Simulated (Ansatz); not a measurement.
Consider the following.

ZnTe:
```
CELL_PARAMETERS angstrom
      0.00000     3.05752     3.05752
      3.05752     0.00000     3.05752
      3.05752     3.05752     0.00000
ATOMIC_POSITIONS crystal
  Zn 0.50000 0.50000 0.50000
  Te 0.75000 0.75000 0.75000
```

This is the r²SCAN-relaxed structure.

Task: All from DFT-r²SCAN in the program Ansatz with PAW potentials, unless another level is named. Predict the band gap.

Result: 1.78 eV (direct).

Task: And the formation energy from the elements (no fitted shifts)?

Result: -0.57 eV/atom.

Task: Predict the valence-band maximum.

Result: at Γ.

Space group F-43m (zinc blende). Symmetry was held in the r²SCAN relaxation. The references are the lowest solids computed at this level, not always the standard phases. Spin–orbit coupling is left out wherever it is not named.

Potentials: the earlier of the program's two PAW sets.
